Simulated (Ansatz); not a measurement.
# Ge, ST12: geometry optimisation

Method: DFT, RPBE, plane waves (420 eV) with PAW, scalar-relativistic (Ansatz). The PAW files were generated under PBE, with cores re-solved for the functional.

k-point mesh 3×3×3, Fermi-Dirac smearing 0.05 eV, no spin polarisation. Cell and atoms relax.

Starting structure:

```yaml
crystal:
  lattice:
    - [5.93, 0.0, 0.0]
    - [0.0, 5.93, 0.0]
    - [0.0, 0.0, 6.98]
  atoms:
    - { symbol: Ge, position: [0.0912, 0.0912, 0.0] }
    - { symbol: Ge, position: [0.4088, 0.5912, 0.75] }
    - { symbol: Ge, position: [0.9088, 0.9088, 0.5] }
    - { symbol: Ge, position: [0.5912, 0.4088, 0.25] }
    - { symbol: Ge, position: [0.173, 0.3784, 0.2486] }
    - { symbol: Ge, position: [0.1216, 0.673, 0.9986] }
    - { symbol: Ge, position: [0.827, 0.6216, 0.7486] }
    - { symbol: Ge, position: [0.8784, 0.327, 0.4986] }
    - { symbol: Ge, position: [0.673, 0.1216, 0.0014] }
    - { symbol: Ge, position: [0.6216, 0.827, 0.2514] }
    - { symbol: Ge, position: [0.327, 0.8784, 0.5014] }
    - { symbol: Ge, position: [0.3784, 0.173, 0.7514] }
hamiltonian:
  xc: rpbe
  pseudopotentials:
    kind: paw
    azcp:
      Ge: "pseudopotentials/Ge.paw.azcp"
basis:
  ecutwfc: 420
  fft_grid_basis: typed
kpoints:
  mp_grid: { grid: [3, 3, 3], shift: [0, 0, 0] }
magnetization:
  spin_polarized: false
scf:
  occupations: { method: fermi_dirac, width: 0.05 }
relax:
  max_steps: 60
  f_tol: 0.01
  cell: {}
output:
  write_density: true
  write_potential: true
  elf: true
  volumetric_format: npy
```

Question: The pressure at the start is 5.8 GPa. By how much does the volume change?

Answer: From 20.45 to 22.13 Å³ per atom, 8.2 %. The final cell has a = 6.053 Å, c = 7.249 Å (c/a = 1.198).

Question: How much energy does the relaxation gain?

Answer: 33.0 meV per atom.
